Stretch a perfect crystal of titanium aluminide, TiAl, by 3 % in volume and it pulls back with 3.38 GPa. How hard will it pull at 6 %, and at 10 %, and how much energy will the stretching cost? The tempting answer is a straight line: twice the stretch, twice the pull. The other known rows, nearly all of them for squeezed crystals, allow a better one.

TiAl in the tetragonal L1_0 (CuAu) structure, with cell shape and atoms relaxed at each volume, computed with Ansatz 0.2.0 (r2SCAN, plane-wave PAW, scalar-relativistic, no spin polarisation). Cutoff 500 eV, k mesh 14×14×10, Gaussian smearing 0.1 eV. Energies are extrapolated to zero smearing and count from the minimum of a third-order Birch-Murnaghan fit.

| volume per atom (Å³/atom) | energy over minimum (meV/atom) | pressure (GPa) |
| --- | --- | --- |
| 14.129 | 106.8 | 19.75 |
| 14.610 | 56.8 | 13.68 |
| 15.092 | 23.9 | 8.44 |
| 15.574 | 5.6 | 3.91 |
| 16.055 | 0.0 | 0.00 |
| 16.537 | 5.3 | -3.38 |
| 17.019 | ? | ? |
| 17.661 | ? | ? |

The energy over minimum is the cost, for each atom, of moving the crystal away from its rest volume of 16.055 Å³ per atom. A positive pressure holds a squeezed crystal in; a negative one is a tension that pulls on it equally from all sides. The pressure is also the rate at which energy falls as the volume grows. The two columns therefore describe one curve, once by its height and once by its slope.

The useful quantity is the bulk modulus, the pressure needed for each fractional change of volume. Between the two smallest volumes it averages 181 GPa. In the step that ends at the rest volume it is 129 GPa, and in the first step beyond it 114 GPa. It falls at every known step, and nothing special happens where squeezing turns into stretching. The softening of the stretched crystal continues the stiffening of the squeezed one, which is why squeezed rows can tell us about stretched ones.

Standard physics explains this by two tendencies that depend differently on distance. Electrons confined to less space gain kinetic energy, and the electron clouds of neighbouring atoms resist overlap; both effects grow steeply as the crystal shrinks. The attraction between the shared electrons and the atomic cores changes more gently. Squeezing therefore brings the steep repulsion to the fore. Stretching lets it fade, but the attraction weakens as well, so each further bit of volume adds less pull than the one before.

A hydrogen molecule behaves in the same lopsided way. Pushing its two nuclei together costs more than pulling them apart by the same distance. The likeness ends with the shape of the curve: the molecule has a single bond, while each atom in TiAl has twelve near neighbours and shares its electrons with the whole crystal. The molecule can't tell us how large the pull in the metal is.

A simple model puts the steep and the gentle tendency into one variable, the Eulerian strain

$$f=\tfrac12\left[\left(\frac{V_0}{V}\right)^{2/3}-1\right],$$

where $V$ is the volume per atom and $V_0$ its rest value. The strain is positive for a squeezed crystal and negative for a stretched one. Near rest the energy must start as a parabola, and one correction term is added:

$$E=\tfrac92\,V_0B_0f^2\left[1+(B'-4)f\right].$$

Here $B_0$ is the bulk modulus at rest, and $B'$ is the number of GPa by which it rises for each GPa of pressure. Multiplying out $f^2$ gives a repulsive term in $V^{-4/3}$ and an attractive one in $V^{-2/3}$. These imitate the steep and the gentle tendency, but they don't measure the real parts of the energy, which the table doesn't give.

The slope of this energy gives the pressure, known as the third-order Birch-Murnaghan form:

$$P=3B_0f(1+2f)^{5/2}\left[1+\tfrac32(B'-4)f\right].$$

Fitted to the pressures of the six known rows, it yields $B_0$ = 121 GPa and $B'$ = 3.8. Because $B'$ is so close to 4, the correction in the last bracket is small. Almost all of the softening comes from the way $f$ itself depends on volume.

Take the largest volume, 17.661 Å³ per atom, which had no part in the fit. The ratio of volumes gives $f=-0.0308$, and the factor $(1+2f)^{5/2}$ is 0.85. The last bracket adds only about 1 %. Then

$$P\approx 3\times121\times(-0.0308)\times0.85\times1.01\approx-9.6\ \text{GPa}.$$

With the same two constants, the energy formula gives the cost without a second fit. The forecast for the 10 % stretch is thus −9.6 ± 0.3 GPa and 52.1 ± 1.5 meV per atom. That is less than the cost of a 9 % squeeze.

For the 6 % stretch the forecast is −6.3 ± 0.1 GPa and 19.9 ± 0.5 meV per atom. The energy should lie clearly below that of the equal squeeze. Tension should go on growing, but by less for each added volume. A constant bulk modulus, which gives a straight line with the slope found at rest, should overshoot both the tension and the energy.

The ranges are judgements, not statistical errors. The known rows reach only 3 % into the stretched side, so the formula has to carry the curve a long way. A rival formula, the Vinet form, lets bonding fade exponentially with distance, and at the largest volume it differs by only 0.05 GPa. The ranges are wider than that because both formulas assume a smooth curve, which a sudden change in the crystal's proportions would break. The squeezed cells give no sign of one: from the rest volume down to the smallest, the edges $a$ and $c$ shrink in step.

The withheld rows as computed:

| volume per atom (Å³/atom) | energy over minimum (meV/atom) | pressure (GPa) |
| --- | --- | --- |
| 17.019 | 20.0 | -6.29 |
| 17.661 | 52.2 | -9.57 |

All four computed values lie within their ranges. The tensions are 6.29 and 9.57 GPa, each slightly weaker than the model's value. The energies are 20.0 and 52.2 meV per atom, each about 0.1 meV above the forecast. The expected order holds too: stretching by 6 % costs less than squeezing by 6 %, and stretching by 10 % costs less than squeezing by 9 %.

The small excess in the forecast tension most likely comes from the form of the curve. The formula stops at one correction term, and that term was set mainly by squeezed crystals, where it matters most. The Vinet form, fitted to the same six rows with the same number of constants, misses both tensions by only about 0.02 GPa. That favours it slightly for the stretched side of this curve, but two rows don't establish a general rule. The output printed after this text shows both fits.

The straight line fails as expected, and by much more. At the largest volume it gives a tension of 12.16 GPa, which is 27 % above the computed one, while its energy is only 17 % too high. The difference is instructive. Energy adds up the pull along the whole path, including the early part where a straight line is still good; tension depends on the slope at the end, where the line is worst.

The hit on the pressures isn't built in: they are averages of the stresses computed for each cell, not values read off a fitted curve. The energy forecast is less independent than it looks, since energy and pressure come from the same density functional calculation. Even so, the two columns don't match perfectly. For the squeezed crystals, the constants taken from the pressures give energies up to 0.4 meV per atom too high. The cause is smearing, a slight blurring of the electrons' occupations that steadies the calculation of a metal. The stresses follow the free energy of the blurred electrons, while the table's energies are corrected back to sharp occupations, and in the known cells from the smallest volume to rest this correction grows with volume. Without it, the squeeze to the smallest volume costs 107.2 meV per atom instead of 106.8, almost exactly what the pressures imply. The correction should also draw the energy minimum slightly inwards, and a fit to the energies does put it at 16.051 Å³ per atom, just below the 16.055 Å³ at which the stress vanishes. If the correction keeps growing in the stretched cells, it would explain why their energies came out above the forecast although their tensions came out below. All this is small beside the forecast ranges.

The same reasoning gives a quick rule for the stiffness of stretched TiAl: start from the bulk modulus at rest and subtract about four times the tension, because $B'$ is close to 4. Another metal needs its own $B'$. In the last step here the tension averages 7.9 GPa, so the rule gives 121 − 4 × 7.9 ≈ 89 GPa, as the table does. Pure aluminium, also close-packed but softer, would show less tension at the same stretch, with a curve that bends in the same sense. Its own modulus sets the scale, and its own $B'$ sets the bend.

These values belong to a flawless crystal at zero temperature, pulled equally in all directions; a real part, with its cracks, pores and grain boundaries, fails at far lower stress. The calculation also kept the crystal's symmetry and all spins paired, so it doesn't test whether the stretched crystal would rather distort or become magnetic. The lopsidedness has an everyday consequence. Neighbouring atoms that vibrate against each other feel it too: they spend more of their time on the soft, stretched side, and this is the main reason why most metals expand when heated.

Printed output of the fit:

```
fit of pressure on 6 rows: coefficient of t1 121.2 +/- 0.093, coefficient of t2 -23.15 +/- 1.6; rms 0.00459, worst 16.537 -0.00901, leave-one-out rms 0.00864
  rows outside the fit (model, value, miss): 17.019 -6.325, -6.29, -0.0347; 17.661 -9.636, -9.57, -0.0659
fit of pressure on 6 rows: coefficient of (1 - y)/y**2*exp(s*(1 - y)) 363.5 +/- 0.048, s 4.3; rms 0.0028, worst 14.61 0.00423, leave-one-out rms 0.00475
  rows outside the fit (model, value, miss): 17.019 -6.306, -6.29, -0.0165; 17.661 -9.586, -9.57, -0.0159
Energies in meV/atom and pressures in GPa:
     row  volume change %  energy from pressure fit  its miss  Hooke pressure  Hooke energy  bulk modulus of step from row above
  14.129              -12                     107.1    0.3462           14.58         87.63                                  n/a
   14.61               -9                     57.19    0.3903           10.94         49.33                                181.3
  15.092           -5.998                     24.12    0.2211            7.29         21.91                                161.5
  15.574           -2.996                     5.723    0.1232           3.641         5.466                                144.1
  16.055                0                         0         0               0             0                                128.6
  16.537            3.002                      5.22  -0.07997          -3.649         5.489                                114.3
  17.019            6.004                     19.94  -0.06319          -7.298         21.95                                101.3
  17.661               10                     52.12  -0.07523          -12.16         60.93                                88.59
Forecast error bar of pressure at 17.019 in GPa: 0.1
Forecast error bar of pressure at 17.661 in GPa: 0.3
Forecast error bar of energy at 17.019 in meV/atom: 0.5
Forecast error bar of energy at 17.661 in meV/atom: 1.5
Pressure derivative of the bulk modulus in the Birch-Murnaghan fit: 3.809
Bulk modulus used in Hooke's law in GPa: 121.5
Vinet less Birch-Murnaghan pressure at 17.661 in GPa: 0.05002
Computed energy of 6 % stretch over that of 6 % squeeze: 0.8368
Computed tension at 6 % stretch over pressure at 6 % squeeze: 0.7453
Excess of Hooke energy over computed energy at 17.661 in %: 16.73
```
